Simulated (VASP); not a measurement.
# La (P6_3/mmc) in VASP: settings compared

The runs below take La through relaxation of cell and atoms, with PBE, PBE+D3(BJ).

Program: VASP 6.6.1. These are calculated values, not measurements. Logs are shortened: lines on timing, memory, paths and dates and some standing lists are left out, and cuts for length are marked.

### Step 1. The structure

It takes space group P6_3/mmc (No. 194, hexagonal). Conventional cell: a = 3.770 Å, b = 3.770 Å, c = 12.159 Å, α = 90.00°, β = 90.00°, γ = 120.00°. La (site symmetry -3m) has 12 La at 3.74 to 3.77 Å as nearest neighbours. Around La (site symmetry -6m2) lie 12 La at 3.74 to 3.77 Å.

### Step 2. Relaxation of cell and atoms, PBE

Input file INCAR:

```
SYSTEM = La
PREC = Accurate
ENCUT = 300
EDIFF = 1E-6
ISMEAR = 1
SIGMA = 0.1
LREAL = .FALSE.
LASPH = .TRUE.
NELM = 80
ALGO = Normal
ISIF = 3
LWAVE = .FALSE.
LCHARG = .FALSE.
GGA = PE
IBRION = 2
NSW = 90
EDIFFG = -0.01
```

Input file KPOINTS:

```
regular mesh
0
G
  6 6 2
  0 0 0
```

Input file POSCAR:

```
La
1.0
    3.7700000000      0.0000000000      0.0000000000
   -1.8850000000      3.2649157723      0.0000000000
    0.0000000000      0.0000000000     12.1590000000
La
4
Direct
    0.0000000000      0.0000000000      0.0000000000
    0.0000000000      0.0000000000      0.5000000000
    0.3333333333      0.6666666667      0.7500000000
    0.6666666667      0.3333333333      0.2500000000
```

Potentials or basis: VASP PAW PBE potentials, release 64 (La).

Command:

```console
cat potpaw_PBE.64/La/POTCAR > POTCAR
mpirun -np 1 vasp_std > vasp.out
```

OUTCAR:

```text
SYSTEM = La
   PREC = Accurate
   ENCUT = 300
   EDIFF = 1E-6
   ISMEAR = 1
   LREAL = .FALSE.
   LASPH = .TRUE.
   NELM = 80
   ISIF = 3
   GGA = PE
   IBRION = 2
   NSW = 90
   EDIFFG = -0.01

 ion  position               nearest neighbor table
   1  0.000  0.000  0.000-
   2  0.000  0.000  0.500-
   3  0.333  0.667  0.750-
   4  0.667  0.333  0.250-

  LATTYP: Found a hexagonal cell.
 ALAT       =     3.7700000000
 C/A-ratio  =     3.2251989390

  Lattice vectors:

 A1 = (   3.7700000000,   0.0000000000,   0.0000000000)
 A2 = (  -1.8850000000,   3.2649157723,   0.0000000000)
 A3 = (   0.0000000000,   0.0000000000,  12.1590000000)

Analysis of symmetry for initial positions (statically):
=====================================================================
 Subroutine PRICEL returns:
 Original cell was already a primitive cell.

 Routine SETGRP: Setting up the symmetry group for a
 hexagonal supercell.

 Subroutine GETGRP returns: Found 24 space group operations
 (whereof 12 operations were pure point group operations)
 out of a pool of 24 trial point group operations.

The static configuration has the point symmetry D_3d.
 The point group associated with its full space group is D_6h.

Analysis of symmetry for dynamics (positions and initial velocities):
=====================================================================
 Subroutine PRICEL returns:
 Original cell was already a primitive cell.

 Routine SETGRP: Setting up the symmetry group for a
 hexagonal supercell.

 Subroutine GETGRP returns: Found 24 space group operations
 (whereof 12 operations were pure point group operations)
 out of a pool of 24 trial point group operations.

The dynamic configuration has the point symmetry D_3d.
 The point group associated with its full space group is D_6h.

 Subroutine INISYM returns: Found 24 space group operations
 (whereof 12 operations are pure point group operations),
 and found     1 'primitive' translations

----------------------------------------------------------------------------------------

                                     Primitive cell

  volume of cell :     149.6619

  direct lattice vectors                    reciprocal lattice vectors
     3.770000000  0.000000000  0.000000000     0.265251989  0.153143307  0.000000000
    -1.885000000  3.264915772  0.000000000     0.000000000  0.306286615  0.000000000
     0.000000000  0.000000000 12.159000000     0.000000000  0.000000000  0.082243606

  length of vectors
[... 68 lines left out ...]
   ICHARG =      2    charge: 1-file 2-atom 10-const
   ISPIN  =      1    spin polarized calculation?
   LNONCOLLINEAR =      F non collinear calculations
   LSORBIT =      F    spin-orbit coupling
   LASPH  =      T    aspherical Exc in radial PAW
   ENCUT  =  300.0 eV  22.05 Ry    4.70 a.u.   5.32  5.32 17.17*2*pi/ulx,y,z
   NELM   =     80;   NELMIN=  2; NELMDL= -5     # of ELM steps
   EDIFF  = 0.1E-05   stopping-criterion for ELM
   LREAL  =      F    real-space projection
   EDIFFG = -.1E-01   stopping-criterion for IOM
   NSW    =     90    number of steps for IOM
   IBRION =      2    ionic relax: 0-MD 1-quasi-New 2-CG
   NFREE  =      1    steps in history (QN), initial steepest desc. (CG)
   ISIF   =      3    stress and relaxation
   ISYM   =      2    0-nonsym 1-usesym 2-fastsym
   POTIM  = 0.5000    time-step for ionic-motion
   TEBEG  =    0.0;   TEEND  =   0.0 temperature during run
   PSTRESS=    0.0 pullay stress
   NELECT =      44.0000    total number of electrons
   NUPDOWN=      -1.0000    fix difference up-down
   EMIN   =  10.00;   EMAX   =-10.00  energy-range for DOS
   EFERMI =   0.00;   METHOD = LEGACY
   ISMEAR =     1;   SIGMA  =   0.10  broadening in eV -4-tet -1-fermi 0-gaus
   EFERMI_NEDOS =   21; number of points for ismear=-14 and -15
   IALGO  =     38    algorithm
   IMIX   =      4    mixing-type and parameters
     AMIX     =   0.40;   BMIX     =  1.00
     AMIX_MAG =   1.60;   BMIX_MAG =  1.00
  volume/ion in A,a.u.               =      37.42       252.49
  Fermi-wavevector in a.u.,A,eV,Ry     =   1.088567  2.057094 16.122618  1.184979
  Thomas-Fermi vector in A             =   2.224752
   LORBIT       =      0    0 simple, 1 ext, 2 COOP (PROOUT), +10 PAW based schemes
   GGA     = PE    functional components
   LHFCALC =     F    Hartree Fock is set to
   AEXX    =    0.0000 exact exchange contribution
   IVDW    =     0    specifies the selected vdW correction
   LEPSILON=     F    determine dielectric tensor
   LRPA    =     F    only Hartree local field effects (RPA)
 conjugate gradient relaxation of ions
 non-spin polarized calculation
 Methfessel and Paxton  Order N= 1 SIGMA  =   0.10
  energy-cutoff  :      300.00
  volume of cell :      149.66
 maximum number of plane-waves:      1798
 NGX is ok and might be reduce to    24
   NGX = 11   NGY = 11   NGZ = 35

--------------------------------------- Ionic step        1  -------------------------------------------

 number of electron      43.9999989 magnetization

 Free energy of the ion-electron system (eV)
  ---------------------------------------------------
  ext. energy  EPLUGINS =         0.00000000
  ---------------------------------------------------
  free energy    TOTEN  =       -19.54947920 eV

  energy without entropy =      -19.55162677  energy(sigma->0) =      -19.55019506

------------------------ aborting loop because EDIFF is reached ----------------------------------------

  FORCE on cell =-STRESS in cart. coord.  units (eV):
  Direction    XX          YY          ZZ          XY          YZ          ZX
  --------------------------------------------------------------------------------------
  -------------------------------------------------------------------------------------
  Total       -0.0745458     -0.0745458     -0.2114741      0.0000000      0.0000000      0.0000000
  in kB       -0.7980365     -0.7980365     -2.2638970      0.0000000      0.0000000      0.0000000
  external PRESSURE =      -1.2866567 kB  Pullay stress =       0.0000000 kB
[... 139 lines left out ...]
--------------------------------------- Ionic step        5  -------------------------------------------

 number of electron      43.9999991 magnetization

 Free energy of the ion-electron system (eV)
  ---------------------------------------------------
  ext. energy  EPLUGINS =         0.00000000
  ---------------------------------------------------
  free energy    TOTEN  =       -19.54992719 eV

  energy without entropy =      -19.55238441  energy(sigma->0) =      -19.55074626

 E-fermi :   7.8902     XC(G=0):  -9.5526

 val. band max:        7.8541741669   @ k =   0.3333   0.3333   0.0000
 cond. band min:       7.9138624897   @ k =   0.1667   0.1667   0.0000
 fundamental gap:      0.0596883228
 Fermi energy:         7.8902337978

 k-point     1 :       0.0000    0.0000    0.0000
  band No.  band energies     occupation
      1     -25.0373      2.00000
      2     -24.9489      2.00000
      3     -24.9217      2.00000
      4     -24.8298      2.00000
      5      -9.4279      2.00000
      6      -8.7756      2.00000
[... 426 lines left out ...]
  FREE ENERGIE OF THE ION-ELECTRON SYSTEM (eV)
  ---------------------------------------------------
  free  energy   TOTEN  =       -19.5499271937 eV

  energy  without entropy=      -19.5523844067  energy(sigma->0) =      -19.55074626

 reached required accuracy - stopping structural energy minimisation
```

CONTCAR:

```text
La
   1.00000000000000
     3.7676262101521019    0.0000000000000000   -0.0000000000000000
    -1.8838131050760509    3.2628600099884131    0.0000000000000000
     0.0000000000000000    0.0000000000000000   12.1130385350605447
  La
     4
Direct
     1.0000000000000000    0.0000000000000000    1.0000000000000000
     1.0000000000000000    1.0000000000000000    0.5000000000000000
     0.3333333332999970    0.6666666667000030    0.7500000000000000
     0.6666666667000030    0.3333333332999970    0.2500000000000000

  0.00000000E+00  0.00000000E+00  0.00000000E+00
  0.00000000E+00  0.00000000E+00  0.00000000E+00
  0.00000000E+00  0.00000000E+00  0.00000000E+00
  0.00000000E+00  0.00000000E+00  0.00000000E+00
```

Wall time 1.8 min (1 thread of AMD EPYC 7R13 (Zen 3), shared host); peak memory 0.17 GiB.

What came out:

```
Free energy                            : -19.5499 eV
Relaxed volume                         : 37.23 Å³/atom
Relaxed cell                           : a = 3.768 Å, b = 3.768 Å, c = 12.113 Å, α = 90.00°, β = 90.00°, γ = 120.00°
Space group after relaxing (to 0.05 Å) : P6_3/mmc (No. 194)
Energy gained by relaxing              : 0.1 meV/atom
Ionic steps                            : 5
Pressure after relaxing                : 0.0 GPa
Band gap on the k mesh                 : none (metal or under the smearing width)
```

Step by step:
```
step  energy change (eV)  largest force (eV/Å)  pressure (GPa)  volume (Å³)
   1              0.0000                0.0000           -0.13       149.66
   2             -0.0004                0.0000           -0.01       149.01
   3             -0.0004                0.0000            0.02       148.84
   4             -0.0004                0.0000            0.02       148.86
   5             -0.0004                0.0000            0.00       148.91
```

Final structure:
```
La
1.0
     3.76763    0.00000    0.00000
    -1.88381    3.26286    0.00000
     0.00000    0.00000   12.11304
La
4
Direct
  0.00000 0.00000 0.00000
  0.00000 0.00000 0.50000
  0.33333 0.66667 0.75000
  0.66667 0.33333 0.25000
```

Levels at points of the mesh, in eV from the Fermi level:
```tsv
k point	band 19	band 20	band 21	band 22	band 23	band 24	band 25	band 26
(0.00, 0.00, 0.00)	-1.90	-1.78	0.46	0.58	1.20	1.21	1.22	1.26
(0.50, 0.00, 0.00)	-1.56	-1.11	-0.68	-0.33	-0.25	0.39	0.90	1.14
(0.00, 0.00, 0.50)	-1.71	-1.71	0.75	0.75	1.18	1.18	1.27	1.27
(0.50, 0.00, 0.50)	-1.43	-1.43	-1.09	-1.09	0.61	0.61	1.21	1.21
```

Spin-orbit coupling is left out, which matters for the levels of La.

### Step 3. Relaxation of cell and atoms, PBE

This run uses another cell than the first one, of 37.23 Å³/atom, 0.995 times its volume.

INCAR, as its differences from that of step 2:

```diff
@@ -3,3 +3,3 @@
 ENCUT = 300
-EDIFF = 1E-6
+EDIFF = 1E-7
 ISMEAR = 1
@@ -16,2 +16,2 @@
 NSW = 90
-EDIFFG = -0.01
+EDIFFG = -0.005
```

KPOINTS is that of step 2.

Input file POSCAR:

```
La                                      
1.0
    3.7676262102      0.0000000000     -0.0000000000
   -1.8838131051      3.2628600100      0.0000000000
    0.0000000000      0.0000000000     12.1130385351
  La            
     4
Direct
     1.0000000000000000    0.0000000000000000    1.0000000000000000
     1.0000000000000000    1.0000000000000000    0.5000000000000000
     0.3333333332999970    0.6666666667000030    0.7500000000000000
     0.6666666667000030    0.3333333332999970    0.2500000000000000
```

Potentials or basis: VASP PAW PBE potentials, release 64 (La).

Command:

```console
cat potpaw_PBE.64/La/POTCAR > POTCAR
mpirun -np 1 vasp_std > vasp.out
```

Run time: 56 s. Hardware: 1 thread of AMD EPYC 7R13 (Zen 3), shared host; peak memory 0.16 GiB.

Results (log left out):

```yaml
Free_energy: -19.5489 eV
Pressure_after_relaxing: 0.0 GPa
Band_gap_on_the_k_mesh: none (metal or under the smearing width)
```

Final structure:
```
La
1.0
     3.76763    0.00000    0.00000
    -1.88381    3.26286    0.00000
     0.00000    0.00000   12.11304
La
4
Direct
  0.00000 0.00000 0.00000
  0.00000 0.00000 0.50000
  0.33333 0.66667 0.75000
  0.66667 0.33333 0.25000
```

Levels at points of the mesh, in eV from the Fermi level:
```tsv
k point	band 20	band 21	band 22	band 23	band 24	band 25
(0.00, 0.00, 0.00)	-1.78	0.46	0.58	1.21	1.22	1.26
(0.50, 0.00, 0.00)	-1.11	-0.68	-0.33	-0.25	0.39	0.89
(0.00, 0.00, 0.50)	-1.71	0.75	0.75	1.18	1.18	1.28
(0.50, 0.00, 0.50)	-1.43	-1.09	-1.09	0.61	0.61	1.21
```

Caveat: the relaxation stopped at its first step, so nothing moved.

### Step 4. Relaxation of cell and atoms, PBE+D3(BJ)

Input file INCAR:

```
SYSTEM = La
PREC     = Accurate       ! precision mode
ENCUT    = 600            ! plane-wave cutoff, eV
EDIFF    = 1E-6           ! SCF threshold, eV
ISMEAR   = 1              ! smearing method
SIGMA    = 0.1            ! smearing width, eV
LREAL    = .FALSE.        ! projectors in reciprocal space
LASPH    = .TRUE.         ! aspherical terms in the spheres
NELM     = 80             ! most SCF steps
ALGO     = Normal         ! electronic algorithm
ISIF     = 3              ! what is computed and relaxed
LWAVE    = .FALSE.        ! write WAVECAR
LCHARG   = .FALSE.        ! write CHGCAR
GGA      = PE             ! functional
IVDW     = 12             ! dispersion correction
IBRION   = 2              ! ionic algorithm
NSW      = 90             ! ionic steps
EDIFFG   = -0.01          ! ionic threshold
```

Input file KPOINTS:

```
regular mesh
0
G
  12 12 3
  0 0 0
```

Input file POSCAR:

```
La
1.0
    3.7700000000      0.0000000000      0.0000000000
   -1.8850000000      3.2649157723      0.0000000000
    0.0000000000      0.0000000000     12.1590000000
La
4
Direct
    0.0000000000      0.0000000000      0.0000000000
    0.0000000000      0.0000000000      0.5000000000
    0.3333333333      0.6666666667      0.7500000000
    0.6666666667      0.3333333333      0.2500000000
```

Command:

```console
cat potpaw_PBE.64/La/POTCAR > POTCAR
mpirun -np 1 vasp_std > vasp.out
```

It took 5.8 min on 1 thread of Intel Xeon 6975P-C (Granite Rapids), shared host; peak memory 0.41 GiB.

Results (log left out):

* Free energy: -21.2521 eV
* Relaxed volume: 34.54 Å³/atom
* Relaxed cell: a = 3.673 Å, b = 3.673 Å, c = 11.825 Å, α = 90.00°, β = 90.00°, γ = 120.00°
* Space group after relaxing (to 0.05 Å): P6_3/mmc (No. 194)
* Energy gained by relaxing: 18.9 meV/atom
* Ionic steps: 5
* Pressure after relaxing: 0.0 GPa
* Band gap on the k mesh: none (metal or under the smearing width)
* Dispersion energy per atom: -0.442 eV

Step by step:
```csv
step,energy change (eV),largest force (eV/Å),pressure (GPa),volume (Å³)
1,0.0000,0.0000,-1.97,149.66
2,-0.0733,0.0000,-0.38,139.90
3,-0.0754,0.0000,0.01,137.93
4,-0.0754,0.0000,-0.03,138.16
5,-0.0754,0.0000,-0.02,138.16
```

Final structure:
```
La
1.0
     3.67295    0.00000    0.00000
    -1.83648    3.18087    0.00000
     0.00000    0.00000   11.82539
La
4
Direct
  0.00000 0.00000 0.00000
  0.00000 0.00000 0.50000
  0.33333 0.66667 0.75000
  0.66667 0.33333 0.25000
```

Levels at points of the mesh, in eV from the Fermi level:
| k point | band 19 | band 20 | band 21 | band 22 | band 23 | band 24 | band 25 | band 26 |
| --- | --- | --- | --- | --- | --- | --- | --- | --- |
| (0.00, 0.00, 0.00) | -1.81 | -1.80 | 0.53 | 0.67 | 1.24 | 1.24 | 1.28 | 1.32 |
| (0.50, 0.00, 0.00) | -1.71 | -1.19 | -0.78 | -0.32 | -0.25 | 0.43 | 1.05 | 1.18 |

Caveat: pairwise dispersion overbinds metals, which lowers pressure and volume. The run has no spin-orbit coupling, so splittings on La are missing.

### Step 5. Relaxation of cell and atoms, PBE+D3(BJ)

This run uses another cell than the first one, of 34.54 Å³/atom, 0.923 times its volume.

INCAR, as its differences from that of step 4:

```diff
@@ -3,3 +3,3 @@
 ENCUT    = 600            ! plane-wave cutoff, eV
-EDIFF    = 1E-6           ! SCF threshold, eV
+EDIFF    = 1E-7           ! SCF threshold, eV
 ISMEAR   = 1              ! smearing method
@@ -17,2 +17,2 @@
 NSW      = 90             ! ionic steps
-EDIFFG   = -0.01          ! ionic threshold
+EDIFFG   = -0.005         ! ionic threshold
```

KPOINTS is that of step 4.

Input file POSCAR:

```
La                                      
1.0
    3.6729510738     -0.0000000000      0.0000000000
   -1.8364755369      3.1808689368      0.0000000000
    0.0000000000     -0.0000000000     11.8253869601
  La            
     4
Direct
     0.0000000000000000    1.0000000000000000    0.0000000000000000
     0.0000000000000000    1.0000000000000000    0.5000000000000000
     0.3333333332999970    0.6666666667000030    0.7500000000000000
     0.6666666667000030    0.3333333332999970    0.2500000000000000
```

Command:

```console
cat potpaw_PBE.64/La/POTCAR > POTCAR
mpirun -np 1 vasp_std > vasp.out
```

Wall time 2.8 min (1 thread of Intel Xeon 6975P-C (Granite Rapids), shared host); peak memory 0.4 GiB.

The run converged. Its results:

```yaml
Free_energy: -21.2505 eV
Relaxed_volume: 34.52 Å³/atom
Relaxed_cell: a = 3.673 Å, b = 3.673 Å, c = 11.820 Å, α = 90.00°, β = 90.00°, γ = 120.00°
Space_group_after_relaxing_to_0.05_Å: P6_3/mmc (No. 194)
Energy_gained_by_relaxing: 0.0 meV/atom
Ionic_steps: 2
Pressure_after_relaxing: 0.0 GPa
Band_gap_on_the_k_mesh: none (metal or under the smearing width)
Dispersion_energy_per_atom: -0.442 eV
```

Final structure:
```xyz
4
Lattice="3.6726 0.0000 0.0000 -1.8363 3.1806 0.0000 0.0000 0.0000 11.8202" Properties=species:S:1:pos:R:3 pbc="T T T"
La    1.8363    3.1806   11.8202
La    1.8363    3.1806    5.9101
La    0.0000    2.1204    8.8651
La    1.8363    1.0602    2.9550
```

Levels at points of the mesh, in eV from the Fermi level:
| k point | band 20 | band 21 | band 22 | band 23 | band 24 | band 25 |
| --- | --- | --- | --- | --- | --- | --- |
| (0.00, 0.00, 0.00) | -1.80 | 0.53 | 0.67 | 1.24 | 1.25 | 1.28 |
| (0.50, 0.00, 0.00) | -1.19 | -0.78 | -0.31 | -0.25 | 0.43 | 1.05 |

Caveat: pairwise dispersion overbinds metals, which lowers pressure and volume. The run has no spin-orbit coupling, so splittings on La are missing.
